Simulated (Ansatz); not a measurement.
# From LDA to G0W0: Ga4P3N (quasi-random alloy, started on the GaP lattice) (P1), part 3 of 3

Aim: the quasiparticle gap of Ga4P3N (quasi-random alloy, started on the GaP lattice) (P1), starting from LDA.

Ansatz 0.2.0; LDA, then G0W0 on it, plane waves, PAW. Known limits of the many-body steps: finite bands, screening cutoff and k mesh; no spin-orbit coupling in G0W0; d shells not analysed; large ε∞ on the G0W0 mesh; screening cutoff under 40 eV in some runs.

So far. Step 2 (The LDA band structure): Over mesh and path the gap is 0.314 eV, in a supercell, where edges may be folded. Step 3 (G0W0 on the 2×2×2 mesh): Over all 8 irreducible mesh points the G0W0 gap is 0.862 eV, in a supercell, where edges may be folded. The LDA gap of this run on the mesh is 0.310 eV. The two states that bound the G0W0 gap lie that far apart at the start, so the correction of the gap is 0.862 − 0.310 = +0.552 eV. The start of this run differs from the step before in mesh (4×4×4 and 2×2×2).

In doubt: masses and optical values from hybrid runs of this build are listed as unsure (in some of the runs), which bears on the screening that GW takes from such a start.

## 4. Spin-orbit coupling in LDA

This run has two-component orbitals with spin-orbit coupling.

This step: DFT, LDA with spin-orbit coupling, plane waves, PAW.

Contents of input.yaml:

```yaml
crystal:
  lattice:
    - [-5.1720698227, 5.1221296664, -5.1618321197]
    - [5.1709630415, 5.1330390847, 5.1738483192]
    - [5.1524989673, -5.134145866, -5.1542774638]
  atoms:
    - { symbol: Ga, position: [-0.0055407507, -0.0012591672, -0.0031440747] }
    - { symbol: Ga, position: [0.2490559126, 0.5035991128, 0.2938092581] }
    - { symbol: Ga, position: [0.5257460106, -0.0012485533, 0.4953411122] }
    - { symbol: Ga, position: [0.7943053946, 0.5062378865, 0.7460375796] }
    - { symbol: Ga, position: [0.7486324702, 0.2495044373, 0.0032308896] }
    - { symbol: Ga, position: [0.0100303118, 0.7567072845, 0.2556857644] }
    - { symbol: Ga, position: [0.2526592221, 0.2798525961, 0.5030630618] }
    - { symbol: Ga, position: [0.4771775851, 0.7221061209, 0.7582090363] }
    - { symbol: Ga, position: [0.4937856281, 0.5262530459, -0.0017537568] }
    - { symbol: Ga, position: [0.7098768078, -0.0349980478, 0.2382402406] }
    - { symbol: Ga, position: [0.0253137384, 0.4964773335, 0.5263534121] }
    - { symbol: Ga, position: [0.2533401664, 0.0057422494, 0.7470102522] }
    - { symbol: Ga, position: [0.2453024989, 0.7097548889, -0.0303518757] }
    - { symbol: Ga, position: [0.5053244, 0.2573799081, 0.250789929] }
    - { symbol: Ga, position: [0.7524454058, 0.7891908206, 0.5052993541] }
    - { symbol: Ga, position: [-0.0294562364, 0.246859349, 0.7163039195] }
    - { symbol: P, position: [0.0044699684, 0.2591929069, -0.0012707143] }
    - { symbol: P, position: [0.257758945, 0.7425133457, 0.2455446887] }
    - { symbol: P, position: [0.5103846205, 0.2568532998, 0.5069453931] }
    - { symbol: P, position: [0.740418097, 0.7422237305, 0.7426276744] }
    - { symbol: P, position: [0.7501857447, 0.506262666, -0.0072348416] }
    - { symbol: P, position: [-0.0094512542, 0.0053903856, 0.2547796857] }
    - { symbol: "N", position: [0.2507290327, 0.5055086109, 0.521029174] }
    - { symbol: P, position: [0.5012419253, -0.0149031674, 0.7437590622] }
    - { symbol: "N", position: [0.4846679845, 0.7396004553, -0.0078344479] }
    - { symbol: P, position: [0.7576461012, 0.2440409062, 0.2609024459] }
    - { symbol: P, position: [-0.004076669, 0.743664584, 0.5032570517] }
    - { symbol: P, position: [0.2409734713, 0.2587494136, 0.7459538966] }
    - { symbol: P, position: [0.2500103955, -0.0141750726, -0.0036186508] }
    - { symbol: P, position: [0.498575069, 0.5156418491, 0.2569821389] }
    - { symbol: "N", position: [0.7471430253, 0.0054116061, 0.4916597141] }
    - { symbol: "N", position: [0.0113249774, 0.491865215, 0.7423936272] }
kpoints:
  mp_grid: { grid: [4, 4, 4] }
  band_path:
    path:
      - [0.0, 0.0, 0.0]
      - [0.5, 0.0, 0.0]
      - [0.0, 0.5, 0.0]
      - [0.0, 0.0, 0.5]
      - [0.5, 0.5, 0.5]
      - [-0.5, -0.5, 0.0]
    npoints: 1
hamiltonian:
  xc: lda
scf:
  occupations: { method: fermi_dirac, width: 0.02 }
  n_extra_bands: 28
magnetization:
  noncollinear: true
  spin_orbit: true
output:
  eigenvalues: true
```

Launch:

```
$ ansatz run input.yaml --threads 3 --pin off --max-ram 92160MiB --backend cuda --events-out ev --progress --plain --runs-dir out --devices 1 --max-vram 13GiB  # rebuilt from the run's record
```

Numbers of over 12 decimals in the logs are rounded to 6 here.

The log of the run:

```text
[...]
GPUs: using 1 of 1 available (devices: 1).
[...]
non-collinear run that drives no moment, with spin-orbit: no starting moment large enough to seed its density (crystal.atoms[].spin), no starting occupations that ask for one, no magnetisation constraint and no magnetic field, so the semilocal B_xc is pinned to zero
GPU FFT provider: cuFFT
GPU libraries: cuBLAS 13.8.2, cuFFT 12.4.0, cuSOLVER 12.3.4
Crystal: 32 atoms, lattice volume = 546.075 Å³
Basis set: ecut = 420 eV, 10701 PW (Γ)
Bands: 316, of which v1, the nominal top of the filled ones, is band 288 counted from 1 (287 counted from 0)
Symmetry: 1 space group operations + 1 with time reversal
[...]
k-points: 36 of 64 (time reversal used)
Projection manifold: j_resolved (fully-relativistic pseudo-atomic orbitals)
[...]
GPU buffer pool allocated for 216000 grid points (all kernels)
[...]
SCF iter   1: F=—  HF=-69537.832999 eV  |F-HF|=—  |Δ(HF+E_count)|=         —  Δρ=4.98e-2  dr2=2.28e1  dr2_m=0.00e0 (ungated)  ethr=3.10e-3  |M|=0.00e0 ∫|m|=0.00e0 μB  |m|>n=0.0e0 m-floor=0.0e0 τ_xc=0.0e0  β_m=0.30  ⟨swp⟩=9.2  Hψ=56171  notcnv=0  defer=153
[...]
spin=Noncollinear: Resta preconditioning applied to the charge; magnetization (m_x, m_y, m_z) channels mix plain (no charge-response kernel on spin).
SCF iter   2: F=—  HF=-69534.233511 eV  |F-HF|=—  |Δ(HF+E_count)|=    3.60e0  Δρ=3.59e-2  dr2=1.08e1  dr2_m=0.00e0 (ungated)  ethr=3.10e-3  |M|=0.00e0 ∫|m|=0.00e0 μB  |m|>n=0.0e0 m-floor=0.0e0 τ_xc=0.0e0  β_m=0.63  ⟨swp⟩=3.6  Hψ=13736  notcnv=0  defer=808
[...]
SCF iter  11: F=-69530.959077 eV  HF=-69530.959077 eV  |F-HF|=8.29e-9  |Δ(HF+E_count)|=   2.28e-8  Δρ=1.21e-6  dr2=1.16e-8  dr2_m=0.00e0 (ungated)  ethr=3.47e-11  |M|=0.00e0 ∫|m|=0.00e0 μB  |m|>n=0.0e0 m-floor=0.0e0 τ_xc=0.0e0  ⟨swp⟩=28.1  Hψ=43209  notcnv=0
SCF 1 converged in 11 iterations: F = -69530.959077 eV  dr2 = 1.16e-8
[...]
SCF converged after 11 iterations
Magnetization: |M| = 0.0000 μB,  M = (+0.0000, +0.0000, +0.0000) μB
Absolute magnetization: 0.0000 μB (∫|m|)
  site 0: m = (+0.0000, +0.0000, +0.0000) μB, |m| = 0.0000 μB  (R = 0.94 Å)
  site 1: m = (+0.0000, +0.0000, +0.0000) μB, |m| = 0.0000 μB  (R = 0.83 Å)
  site 2: m = (+0.0000, +0.0000, +0.0000) μB, |m| = 0.0000 μB  (R = 0.81 Å)
  site 3: m = (+0.0000, +0.0000, +0.0000) μB, |m| = 0.0000 μB  (R = 0.82 Å)
  site 4: m = (+0.0000, +0.0000, +0.0000) μB, |m| = 0.0000 μB  (R = 0.94 Å)
  site 5: m = (+0.0000, +0.0000, +0.0000) μB, |m| = 0.0000 μB  (R = 0.94 Å)
  site 6: m = (+0.0000, +0.0000, +0.0000) μB, |m| = 0.0000 μB  (R = 0.82 Å)
  site 7: m = (+0.0000, +0.0000, +0.0000) μB, |m| = 0.0000 μB  (R = 0.83 Å)
[...]
site 28: m = (+0.0000, +0.0000, +0.0000) μB, |m| = 0.0000 μB  (R = 0.95 Å)
  site 29: m = (+0.0000, +0.0000, +0.0000) μB, |m| = 0.0000 μB  (R = 0.95 Å)
  site 30: m = (+0.0000, +0.0000, +0.0000) μB, |m| = 0.0000 μB  (R = 0.81 Å)
  site 31: m = (+0.0000, +0.0000, +0.0000) μB, |m| = 0.0000 μB  (R = 0.82 Å)
Free energy (F): -69530.959077 eV
[...]
Internal energy: -69530.959070 eV  (E = F + TS)
E sigma→0 (E₀):  -69530.959073 eV
Entropy (-TS):   -0.000007 eV (-0.000 meV/atom)
Fermi energy:    8.457027 eV
[...]
--- Band table (eV; the first three rows and the last of 36) ---
  k-point 0: bands = [... 284 lower, 8.0837, 8.0837, 8.2770, 8.2770, 8.6046, 8.6046, 9.3831, 9.3831, ... 24 higher]
  k-point 1: bands = [... 284 lower, 7.6638, 7.6822, 8.0156, 8.0196, 9.2526, 9.2546, 9.7291, 9.7363, ... 24 higher]
  k-point 2: bands = [... 284 lower, 7.4892, 7.4892, 7.9458, 7.9458, 9.8202, 9.8202, 9.8627, 9.8627, ... 24 higher]
  k-point 35: bands = [... 284 lower, 7.3671, 7.3671, 7.4304, 7.4304, 9.1531, 9.1531, 9.7065, 9.7065, ... 24 higher]
```

Elapsed: 29 s, on 1 × NVIDIA H100 80GB HBM3 (shared by 6 runs) with 3 threads of AMD EPYC 7R13 (Zen 3), shared host; peak memory 1.8 GiB.

This step gave:

```
gap                  : 0.3147 eV
valence top at       : k = (-0.500, -0.500, 0.000)
conduction bottom at : Γ
least direct gap     : 0.3276 eV
```

Over mesh and listed points the gap is 0.315 eV, in a supercell, where edges may be folded. LDA+SOC against LDA: 0.315 − 0.314 = +0.001 eV, with the same mesh, set of files (read in its fully relativistic form for the spin-orbit run) and cutoff, and both edges at the same k points. The spin-orbit run sees mesh and listed points alone, so its gap is an upper bound: the coupling can move an edge off these points, the more so as this crystal has no centre of inversion, and the change over the zone, its sign included where it is small, is not known.

## 5. The runs together

Each gap is the least one over the points named; times are wall times on shared hosts, not benchmarks. A G0W0 time includes the run's own self-consistent start. Runs with listed points see these and the mesh alone, so an edge that moves elsewhere is missed. Rows marked * are further runs, not shown as steps, whose inputs differ from the G0W0 step on the same start in the columns given; solver thresholds can differ too. Rows marked ? have an edge level that the program doubts.

```csv
level,mesh,"files, cutoff","bands summed, screening",points,gap (eV),valence top,conduction bottom,least direct gap (eV),time
LDA,4×4×4,"soft_2 PAW, 420 eV",-,mesh and path,0.314,"(-0.500, -0.500, 0.000)",Γ,0.331,14 s
LDA+SOC,4×4×4,"soft_2 PAW, 420 eV",-,mesh and listed points,0.315,"(-0.500, -0.500, 0.000)",Γ,0.328,29 s
G0W0@LDA*?,2×2×2,"soft_2 PAW, 420 eV","389, 34 eV",all 8 irreducible mesh points,0.926,"(-0.500, -0.500, 0.000)",Γ,0.957,34 s
G0W0@LDA,2×2×2,"soft_2 PAW, 420 eV","1115, 85 eV",all 8 irreducible mesh points,0.862,"(-0.500, -0.500, 0.000)",Γ,0.879,70 s
```

## 6. Summary of results

```json
{
  "LDA gap over mesh and path": "0.314 eV, in a supercell, where edges may be folded",
  "G0W0@LDA gap over all 8 irreducible mesh points": "0.862 eV, in a supercell, where edges may be folded",
  "LDA+SOC gap over mesh and listed points": "0.315 eV",
  "GW settings": "2×2×2 mesh, 971 empty bands, screening to 85 eV",
  "known limits": "finite bands, screening cutoff and k mesh; no spin-orbit coupling in G0W0; d shells not analysed; large ε∞ on the G0W0 mesh; screening cutoff under 40 eV in some runs"
}
```

In words: Over all 8 irreducible mesh points the G0W0 gap is 0.862 eV, in a supercell, where edges may be folded. The LDA gap of this run on the mesh is 0.310 eV. The two states that bound the G0W0 gap lie that far apart at the start, so the correction of the gap is 0.862 − 0.310 = +0.552 eV. The valence state moves by 8.182 − 8.293 = −0.111 eV and the conduction state by 9.044 − 8.603 = +0.441 eV, on the run's own scale; how far single levels stand from their limit in bands is not shown. No level off the mesh was corrected, so the G0W0 gap over the whole zone is not known from these runs. From 389 bands and 34 eV to 1115 bands and 85 eV the gap moves by 0.862 − 0.926 = −0.064 eV; bands and screening cutoff rise together, so their parts are not told apart. Two runs can't test a law of convergence, so the limit is not known. G0W0 on other starts in this series, not shown as steps and not all at these settings: 1.275 eV on HSE06 (2×2×2, soft_2 PAW, 595 bands, 51 eV). LDA+SOC against LDA: 0.315 − 0.314 = +0.001 eV, with the same mesh, set of files (read in its fully relativistic form for the spin-orbit run) and cutoff, and both edges at the same k points. The spin-orbit run sees mesh and listed points alone, so its gap is an upper bound: the coupling can move an edge off these points, the more so as this crystal has no centre of inversion, and the change over the zone, its sign included where it is small, is not known. What spin-orbit coupling does to the G0W0 levels was not computed, so no sum with the G0W0 gap is formed. For the G0W0 step: the program marks 14 of the 64 corrected levels as in doubt (Σc rises), neither edge state among them. The G0W0 runs are scalar-relativistic. One-shot GW is known to converge slowly in bands for compounds with shallow d shells. The cell holds Ga; the filling of the d shell and its place against the gap were not analysed here. The largest eigenvalue of the RPA ε∞ is large: 58 in G0W0@LDA (2×2×2, 1115 bands) and 60 in G0W0@LDA (2×2×2, 389 bands). A coarse mesh can overstate it where a direct gap is narrow; the runs shown don't test that. No pair of G0W0 runs that differ in the mesh alone is shown (2×2×2 is a supercell whose nearest images lie 18 Å apart), so the error from the mesh is not known here. G0W0 is shown with one set of atomic data (soft_2 PAW), so the error from the files is not known here. A screening cutoff under 40 eV is crude: G0W0@LDA with 389 bands at 34 eV.

[Paths, hosts, dates, memory and timing lines, banners, echoed tables and standing remarks are left out of the program output.]

[Logs are printed without paths, hosts, clocks, repeated set-up lines and the standing remarks that a program may print on its own settings, such as how far it seeks lower states.]

[Runs of the session that timed out or met a known fault of the program may be left out.]

[Cells called generated may have been cut or substituted from an entry of the Crystallography Open Database or the Materials Project.]

[Hosts, paths, dates, database ids (printed as entryN), source tags and the programs' standing remarks are cut or masked in the printed files.]

[Where an RPA ε∞ is given, it is that of the G0W0 mesh and is not shown converged in it. Names of k-points follow the symmetry that the program found, which can be lower than the space group named. Band edges on a path are those of the sampled points; other points can move an edge, and change direct to indirect where valleys lie close.]

[Hybrid gaps are those of their k-mesh and are not shown converged in it.]
